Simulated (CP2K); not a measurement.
# PtS2 (P-3m1) in CP2K: settings compared, part 2 of 2

CP2K 2026.2.

## 3. Band structure, r2SCAN

File pts2_bands.inp:

```
&GLOBAL
  PROJECT pts2_bands
  RUN_TYPE ENERGY_FORCE
  PRINT_LEVEL LOW
&END GLOBAL
&FORCE_EVAL
  METHOD QS
  STRESS_TENSOR ANALYTICAL
  &DFT
    BASIS_SET_FILE_NAME BASIS_MOLOPT_UZH
    POTENTIAL_FILE_NAME POTENTIAL_UZH
    &MGRID
      CUTOFF 675
      REL_CUTOFF 60
      NGRIDS 4
    &END MGRID
    &QS
      METHOD GPW
      EPS_DEFAULT 1.0E-9
    &END QS
    &KPOINTS
      SCHEME MONKHORST-PACK 9 9 5
      GAMMA_CENTERED T
      SYMMETRY T
      SYMMETRY_BACKEND SPGLIB
    &END KPOINTS
    &SCF
      SCF_GUESS ATOMIC
      EPS_SCF 1.0E-6
      MAX_SCF 100
      ADDED_MOS 15
      CHOLESKY OFF
      EPS_EIGVAL 1.0E-7
      &DIAGONALIZATION ON
        ALGORITHM STANDARD
      &END DIAGONALIZATION
      &MIXING ON
        METHOD BROYDEN_MIXING
        ALPHA 0.4
        BETA 1.5
        NBUFFER 8
      &END MIXING
      &SMEAR ON
        METHOD FERMI_DIRAC
        ELECTRONIC_TEMPERATURE [K] 116.045
      &END SMEAR
    &END SCF
    &XC
      &XC_FUNCTIONAL
        &MGGA_X_R2SCAN
        &END MGGA_X_R2SCAN
        &MGGA_C_R2SCAN
        &END MGGA_C_R2SCAN
      &END XC_FUNCTIONAL
    &END XC
    &PRINT
      &KPOINTS ON
      &END KPOINTS
      &MULLIKEN ON
      &END MULLIKEN
      &MO ON
        ENERGIES T
        OCCUPATION_NUMBERS T
        &EACH
          QS_SCF 0
        &END EACH
        ADD_LAST NUMERIC
      &END MO
      &LOWDIN ON
      &END LOWDIN
      &HIRSHFELD ON
        SHAPE_FUNCTION DENSITY
      &END HIRSHFELD
      &BAND_STRUCTURE
        FILE_NAME bands.bs
        ADDED_MOS 4
        &KPOINT_SET
          UNITS B_VECTOR
          NPOINTS 10
          SPECIAL_POINT GAMMA 0.00000000 0.00000000 0.00000000
          SPECIAL_POINT M 0.50000000 0.00000000 0.00000000
          SPECIAL_POINT K 0.33333333 0.33333333 0.00000000
          SPECIAL_POINT GAMMA 0.00000000 0.00000000 0.00000000
          SPECIAL_POINT A 0.00000000 0.00000000 0.50000000
          SPECIAL_POINT L 0.50000000 0.00000000 0.50000000
          SPECIAL_POINT H 0.33333333 0.33333333 0.50000000
          SPECIAL_POINT A 0.00000000 0.00000000 0.50000000
        &END KPOINT_SET
        &KPOINT_SET
          UNITS B_VECTOR
          NPOINTS 10
          SPECIAL_POINT L 0.50000000 0.00000000 0.50000000
          SPECIAL_POINT M 0.50000000 0.00000000 0.00000000
        &END KPOINT_SET
        &KPOINT_SET
          UNITS B_VECTOR
          NPOINTS 10
          SPECIAL_POINT K 0.33333333 0.33333333 0.00000000
          SPECIAL_POINT H 0.33333333 0.33333333 0.50000000
        &END KPOINT_SET
      &END BAND_STRUCTURE
    &END PRINT
  &END DFT
  &SUBSYS
    &CELL
      ABC 3.5432000000 3.5432000000 5.0388000000
      ALPHA_BETA_GAMMA 90.0000000000 90.0000000000 119.9999999999
      PERIODIC XYZ
    &END CELL
    &COORD
      Pt  0.0000000000 0.0000000000 0.0000000000
      S   1.7716000002 1.0228337368 3.8949924000
      S   -0.0000000002 2.0456674739 1.1438076000
    &END COORD
    &KIND Pt
      BASIS_SET TZVP-MOLOPT-SCAN-GTH-q18
      POTENTIAL GTH-SCAN-q18
    &END KIND
    &KIND S
      BASIS_SET TZVP-MOLOPT-SCAN-GTH-q6
      POTENTIAL GTH-SCAN-q6
    &END KIND
    &PRINT
      &ATOMIC_COORDINATES ON
      &END ATOMIC_COORDINATES
      &CELL ON
      &END CELL
    &END PRINT
  &END SUBSYS
  &PRINT
    &FORCES ON
    &END FORCES
    &STRESS_TENSOR ON
    &END STRESS_TENSOR
  &END PRINT
&END FORCE_EVAL
```

Potentials or basis: POTENTIAL_UZH Pt GTH-SCAN-q18, S GTH-SCAN-q6; TZVP-MOLOPT-SCAN-GTH basis.

Launch:

```sh
$ OMP_NUM_THREADS=1 cp2k.psmp -i pts2_bands.inp -o pts2_bands.out
```

pts2_bands.out:

```text

 CP2K| version string:                                       CP2K version 2026.2
 CP2K| Input file name                                            pts2_bands.inp

 GLOBAL| Force Environment number                                              1
 GLOBAL| Basis set file name                                    BASIS_MOLOPT_UZH
 GLOBAL| Potential file name                                       POTENTIAL_UZH
 GLOBAL| MM Potential file name                                     MM_POTENTIAL
 GLOBAL| Coordinate file name                                      __STD_INPUT__
 GLOBAL| Method name                                                        CP2K
 GLOBAL| Project name                                                 pts2_bands
 GLOBAL| Run type                                                   ENERGY_FORCE
 GLOBAL| FFT library                                                       FFTW3
[... 6 lines left out ...]
 GLOBAL| Total number of message passing processes                             1
 GLOBAL| Number of threads for this process                                    1
 GLOBAL| CPU model name                          AMD EPYC 7R43 64-Core Processor

 CELL| Volume [angstrom^3]:                                            54.783413
 CELL| Vector a [angstrom]:       3.543     0.000     0.000   |a| =     3.543200
 CELL| Vector b [angstrom]:      -1.772     3.069     0.000   |b| =     3.543200
 CELL| Vector c [angstrom]:       0.000     0.000     5.039   |c| =     5.038800
 CELL| Angle (b,c), alpha [degree]:                                    90.000000
 CELL| Angle (a,c), beta  [degree]:                                    90.000000
 CELL| Angle (a,b), gamma [degree]:                                   120.000000
 CELL| Numerically orthorhombic:                                              NO
 CELL| Periodicity                                                           XYZ

 CELL_REF| Volume [angstrom^3]:                                        54.783413
 CELL_REF| Vector a [angstrom     3.543     0.000     0.000   |a| =     3.543200
 CELL_REF| Vector b [angstrom    -1.772     3.069     0.000   |b| =     3.543200
 CELL_REF| Vector c [angstrom     0.000     0.000     5.039   |c| =     5.038800
 CELL_REF| Angle (b,c), alpha [degree]:                                90.000000
 CELL_REF| Angle (a,c), beta  [degree]:                                90.000000
 CELL_REF| Angle (a,b), gamma [degree]:                               120.000000
 CELL_REF| Numerically orthorhombic:                                          NO
 CELL_REF| Periodicity                                                       XYZ
[... 10 lines left out ...]

  Total number of            - Atomic kinds:                                   2
                             - Atoms:                                          3
                             - Shell sets:                                     3
                             - Shells:                                        25
                             - Primitive Cartesian functions:                 14
                             - Cartesian basis functions:                     77
                             - Spherical basis functions:                     69

  Maximum angular momentum of- Orbital basis functions:                        3
                             - Local part of the GTH pseudopotential:          2
                             - Non-local part of the GTH pseudopotential:      5

 MODULE QUICKSTEP: ATOMIC COORDINATES IN ANGSTROM

   Atom Kind Element         X             Y             Z       Z(eff)     Mass
      1    1 Pt   78      0.000000      0.000000      0.000000  18.0000 195.0840
      2    2 S    16      1.771600      1.022834      3.894992   6.0000  32.0650
      3    2 S    16     -0.000000      2.045667      1.143808   6.0000  32.0650

 SCF PARAMETERS         Density guess:                                    ATOMIC
[... 9 lines left out ...]
                        --------------------------------------------------------
                        level_shift [a.u.]:                             0.000000
                        added MOs                                        15    0
                        --------------------------------------------------------
                        Mixing method:                            BROYDEN_MIXING
[... 107 lines left out ...]
  Electronic entropic energy:                                  -0.00000000000000
  Fermi energy:                                                 0.30084116506795

  Total energy:                                              -140.12643360241719
  Total energy (extrapolated to T->0):                       -140.12643360241719

 MO| EIGENVALUES AND OCCUPATION NUMBERS FOR K POINT 1
 MO|
 MO|  Index      Eigenvalue [a.u.]        Eigenvalue [eV]             Occupation
 MO|      1              -3.416833             -92.976749               2.000000
 MO|      2              -1.737124             -47.269544               2.000000
 MO|      3              -1.736477             -47.251936               2.000000
 MO|      4              -1.727421             -47.005509               2.000000
 MO|      5              -0.235932              -6.420025               2.000000
 MO|      6              -0.218399              -5.942947               2.000000
[... 503 lines left out ...]
 MO|     29               0.951692              25.896862               0.000000
 MO|     30               1.115663              30.358731               0.000000
 MO| Sum:                                                              30.000000
 MO| E(Fermi):            0.300841 a.u.          8.186304 eV
 MO| Band gap:            0.130635 a.u.          3.554771 eV

 [... the levels of further k-points ...]

 !-----------------------------------------------------------------------------!
                     Mulliken Population Analysis

 #  Atom  Element  Kind  Atomic population                           Net charge
       1     Pt       1         18.001136                             -0.001136
       2     S        2          5.999432                              0.000568
       3     S        2          5.999432                              0.000568
 # Total charge                             30.000000                  0.000000

 !-----------------------------------------------------------------------------!

 !-----------------------------------------------------------------------------!
                           Hirshfeld Charges

  #Atom  Element  Kind  Ref Charge     Population                    Net charge
      1       Pt     1      18.000         17.779                         0.221
      2       S      2       6.000          6.110                        -0.110
      3       S      2       6.000          6.110                        -0.110

  Total Charge                                                           -0.000
 !-----------------------------------------------------------------------------!

 LOWDIN POPULATION ANALYSIS

 #  Atom  Element  Kind  Atomic population                           Net charge
       1     Pt       1         20.054597                             -2.054597
       2     S        2          4.972701                              1.027299
       3     S        2          4.972701                              1.027299
 # Total charge                             30.000000                  0.000000

 KPOINTS| Band Structure Calculation
 KPOINTS| Number of k-point sets                                               3
 KPOINTS| Number of added MOs/bands                                            4
 KPOINTS| Number of k-points in set    1                                      71
 KPOINTS| In units of b-vector [2pi/Bohr]
 KPOINTS| Special point     1       GAMMA     0.000000     0.000000     0.000000
 KPOINTS| Special point     2           M     0.500000     0.000000     0.000000
 KPOINTS| Special point     3           K     0.333333     0.333333     0.000000
 KPOINTS| Special point     4       GAMMA     0.000000     0.000000     0.000000
 KPOINTS| Special point     5           A     0.000000     0.000000     0.500000
 KPOINTS| Special point     6           L     0.500000     0.000000     0.500000
 KPOINTS| Special point     7           H     0.333333     0.333333     0.500000
 KPOINTS| Special point     8           A     0.000000     0.000000     0.500000
 KPOINTS| Number of k-points in set    2                                      11
 KPOINTS| In units of b-vector [2pi/Bohr]
 KPOINTS| Special point     1           L     0.500000     0.000000     0.500000
 KPOINTS| Special point     2           M     0.500000     0.000000     0.000000
 KPOINTS| Number of k-points in set    3                                      11
 KPOINTS| In units of b-vector [2pi/Bohr]
 KPOINTS| Special point     1           K     0.333333     0.333333     0.000000
 KPOINTS| Special point     2           H     0.333333     0.333333     0.500000

 ENERGY| Total FORCE_EVAL ( QS ) energy [hartree]           -140.126434156775531

 FORCES| Atomic forces [hartree/bohr]
 FORCES|   Atom     x               y               z               |f|
 FORCES|      1 -6.64076269E-10  3.65829627E-09 -2.86367657E-09   4.69305576E-09
 FORCES|      2  4.55891546E-10 -1.81205024E-08 -2.90186379E-02   2.90186379E-02
 FORCES|      3  2.00848920E-10  1.44587035E-08  2.90186404E-02   2.90186404E-02
 FORCES| Sum    -7.33580292E-12 -3.50267033E-12 -3.80588391E-10
 FORCES| Total atomic force                                       3.80675197E-10

 STRESS| Analytical stress tensor [bar]
 STRESS|                        x                   y                   z
 STRESS|      x        1.10452379556E+05   1.01080539605E-02  -3.43615775642E-05
 STRESS|      y        1.01080539605E-02   1.10452531334E+05   8.97675618491E-02
 STRESS|      z       -3.43615775642E-05   8.97675618491E-02   1.11581858734E+05
 STRESS| 1/3 Trace                                             1.10828923208E+05
 STRESS| Determinant                                           1.36127021356E+15

 STRESS| Eigenvectors and eigenvalues of the analytical stress tensor [bar]
 STRESS|                        1                   2                   3
 STRESS| Eigenvalues   1.10452378886E+05   1.10452531997E+05   1.11581858741E+05
 STRESS|      x           0.997809050777      0.066159641680     -0.000000029711
 STRESS|      y          -0.066159641469      0.997809047625      0.000079487632
 STRESS|      z           0.000005288519     -0.000079311513      0.999999996841
```

It took 1.9 min on 1 thread of AMD EPYC 7R43 (Zen 3), shared host; peak memory 0.45 GiB.

Results:

```
Free energy             : -3813.0342 eV
Pressure                : 11.1 GPa
Largest force           : 1.492 eV/Å
Band gap on the k mesh  : 1.20 eV, indirect (least direct gap 1.29 eV)
Band gap along the path : 1.26 eV, indirect (least direct gap 1.78 eV)
Hirshfeld charges       : Pt +0.22; S -0.11 e
```

Forces on the atoms (eV/Å):
```
Pt   0.000  0.000  0.000
S    0.000  0.000 -1.492
S    0.000  0.000  1.492
```

Stress tensor (GPa, compression positive):
```
11.05  0.00  0.00
 0.00 11.05  0.00
 0.00  0.00 11.16
```

Levels at the corners of the path, in eV from the valence-band top:
| point | band 13 | band 14 | band 15 | band 16 | band 17 | band 18 |
| --- | --- | --- | --- | --- | --- | --- |
| Γ | -1.17 | -1.17 | -0.08 | 2.72 | 2.72 | 5.71 |
| M | -3.34 | -3.02 | -2.35 | 2.02 | 3.11 | 5.97 |
| K | -2.72 | -1.49 | -1.49 | 1.29 | 1.29 | 6.18 |
| Γ | -1.17 | -1.17 | -0.08 | 2.72 | 2.72 | 5.71 |
| A | -1.36 | -1.36 | -0.87 | 3.20 | 3.20 | 6.44 |
| L | -3.16 | -2.76 | -1.35 | 2.35 | 2.60 | 5.86 |
| H | -3.60 | -1.90 | -1.90 | 2.47 | 2.47 | 7.65 |
| A | -1.36 | -1.36 | -0.87 | 3.20 | 3.20 | 6.44 |
| L | -3.16 | -2.76 | -1.35 | 2.35 | 2.60 | 5.86 |
| M | -3.34 | -3.02 | -2.35 | 2.02 | 3.11 | 5.97 |
| K | -2.72 | -1.49 | -1.49 | 1.29 | 1.29 | 6.18 |
| H | -3.60 | -1.90 | -1.90 | 2.47 | 2.47 | 7.65 |

Caveat: Mulliken charges move with the basis; spin-orbit coupling is left out, which moves the levels of the heavy elements; the basis of atomic orbitals isn't converged, which shifts pressures, moduli and gaps; forces of over 1 eV/Å show positions far from the minimum, so gaps and moduli don't describe the material at rest. r2SCAN opens gaps a little over a GGA but as a rule still falls short of measured ones.

## 4. Band structure, TB-mBJ

pts2_bands.inp: that of step 3 with these lines changed.

```diff
@@ -2,3 +2,3 @@
   PROJECT pts2_bands
-  RUN_TYPE ENERGY_FORCE
+  RUN_TYPE ENERGY
   PRINT_LEVEL LOW
@@ -7,3 +7,2 @@
   METHOD QS
-  STRESS_TENSOR ANALYTICAL
   &DFT
@@ -44,3 +43,3 @@
         METHOD FERMI_DIRAC
-        ELECTRONIC_TEMPERATURE [K] 116.045
+        ELECTRONIC_TEMPERATURE 300.56
       &END SMEAR
@@ -49,6 +48,6 @@
       &XC_FUNCTIONAL
-        &MGGA_X_R2SCAN
-        &END MGGA_X_R2SCAN
-        &MGGA_C_R2SCAN
-        &END MGGA_C_R2SCAN
+        &MGGA_X_TB09
+        &END MGGA_X_TB09
+        &LDA_C_PW
+        &END LDA_C_PW
       &END XC_FUNCTIONAL
@@ -68,13 +67,8 @@
       &END MO
-      &LOWDIN ON
-      &END LOWDIN
-      &HIRSHFELD ON
-        SHAPE_FUNCTION DENSITY
-      &END HIRSHFELD
       &BAND_STRUCTURE
         FILE_NAME bands.bs
-        ADDED_MOS 4
+        ADDED_MOS 6
         &KPOINT_SET
           UNITS B_VECTOR
-          NPOINTS 10
+          NPOINTS 6
           SPECIAL_POINT GAMMA 0.00000000 0.00000000 0.00000000
@@ -90,3 +84,3 @@
           UNITS B_VECTOR
-          NPOINTS 10
+          NPOINTS 6
           SPECIAL_POINT L 0.50000000 0.00000000 0.50000000
@@ -96,3 +90,3 @@
           UNITS B_VECTOR
-          NPOINTS 10
+          NPOINTS 6
           SPECIAL_POINT K 0.33333333 0.33333333 0.00000000
@@ -105,4 +99,5 @@
     &CELL
-      ABC 3.5432000000 3.5432000000 5.0388000000
-      ALPHA_BETA_GAMMA 90.0000000000 90.0000000000 119.9999999999
+      A 3.5432000000 0.0000000000 0.0000000000
+      B -1.7716000000 3.0685012107 0.0000000000
+      C 0.0000000000 0.0000000000 5.0388000000
       PERIODIC XYZ
@@ -115,8 +110,8 @@
     &KIND Pt
-      BASIS_SET TZVP-MOLOPT-SCAN-GTH-q18
-      POTENTIAL GTH-SCAN-q18
+      BASIS_SET TZVP-MOLOPT-PBE-GTH-q18
+      POTENTIAL GTH-PBE-q18
     &END KIND
     &KIND S
-      BASIS_SET TZVP-MOLOPT-SCAN-GTH-q6
-      POTENTIAL GTH-SCAN-q6
+      BASIS_SET TZVP-MOLOPT-PBE-GTH-q6
+      POTENTIAL GTH-PBE-q6
     &END KIND
@@ -127,2 +122,4 @@
       &END CELL
+      &SYMMETRY ON
+      &END SYMMETRY
     &END PRINT
@@ -132,4 +129,2 @@
     &END FORCES
-    &STRESS_TENSOR ON
-    &END STRESS_TENSOR
   &END PRINT
```

Potentials or basis: POTENTIAL_UZH Pt GTH-PBE-q18, S GTH-PBE-q6; TZVP-MOLOPT-PBE-GTH basis.

Launch:

```sh
$ OMP_NUM_THREADS=1 cp2k.psmp -i pts2_bands.inp -o pts2_bands.out
```

Wall time 4.2 min (1 thread of AMD EPYC 7R43 (Zen 3), shared host); peak memory 0.43 GiB.

The run converged. Its results:

| Item | Value |
| --- | --- |
| Band gap on the k mesh | 1.19 eV, indirect (least direct gap 1.27 eV) |
| Band gap along the path | 1.19 eV, indirect (least direct gap 1.79 eV) |
| Mulliken charges | Pt +0.28; S -0.14 e |

Levels at the corners of the path, in eV from the valence-band top:
```csv
point,band 13,band 14,band 15,band 16,band 17,band 18
Γ,-1.15,-1.15,-0.06,2.60,2.60,5.20
M,-3.36,-2.99,-2.35,1.93,3.03,5.68
K,-2.70,-1.59,-1.59,1.22,1.22,5.88
Γ,-1.15,-1.15,-0.06,2.60,2.60,5.20
A,-1.33,-1.33,-0.92,3.10,3.10,5.91
L,-3.13,-2.78,-1.37,2.25,2.54,5.60
H,-3.55,-1.99,-1.99,2.41,2.41,7.45
A,-1.33,-1.33,-0.92,3.10,3.10,5.91
L,-3.13,-2.78,-1.37,2.25,2.54,5.60
M,-3.36,-2.99,-2.35,1.93,3.03,5.68
K,-2.70,-1.59,-1.59,1.22,1.22,5.88
H,-3.55,-1.99,-1.99,2.41,2.41,7.45
```

Caveat: Mulliken charges move with the basis; this is a model potential without an energy functional, so only levels have meaning; the potentials were made for another functional, which shifts forces and pressure; spin-orbit coupling is left out, which moves the levels of the heavy elements; the basis of atomic orbitals isn't converged, which shifts pressures, moduli and gaps.

## 5. Overview

| level | potentials or basis | smearing | points a segment of the path (NPOINTS) | bands added on the path | CUTOFF of the grids | gap on the mesh (eV) | pressure (GPa) | largest force (eV/Å) |
| --- | --- | --- | --- | --- | --- | --- | --- | --- |
| PBEsol | POTENTIAL_UZH Pt GTH-PBE-q18, S GTH-PBE-q6; TZVP-MOLOPT-PBE-GTH basis | fermi-dirac 0.05 eV | 6 | 6 | 450 Ry | 0.96 | 7.9 | 1.19 |
| r2SCAN | POTENTIAL_UZH Pt GTH-SCAN-q18, S GTH-SCAN-q6; TZVP-MOLOPT-SCAN-GTH basis | fermi-dirac 0.01 eV | 10 | 4 | 675 Ry | 1.20 | 11.1 | 1.49 |
| TB-mBJ | POTENTIAL_UZH Pt GTH-PBE-q18, S GTH-PBE-q6; TZVP-MOLOPT-PBE-GTH basis | fermi-dirac 0.0259 eV | 6 | 6 | 675 Ry | 1.19 | - | - |

Alike in all rows: task band structure; no spin polarisation; cell as given; k mesh 9 × 9 × 5.

Caveats: spin-orbit coupling is left out, which moves the levels of the heavy elements; the basis of atomic orbitals isn't converged, which shifts pressures, moduli and gaps; the potentials were made for another functional, which shifts forces and pressure (some runs); forces of over 1 eV/Å show positions far from the minimum, so gaps and moduli don't describe the material at rest (some runs); this is a model potential without an energy functional, so only levels have meaning (some runs).

Absolute energies hang on the potentials; compare differences alone.
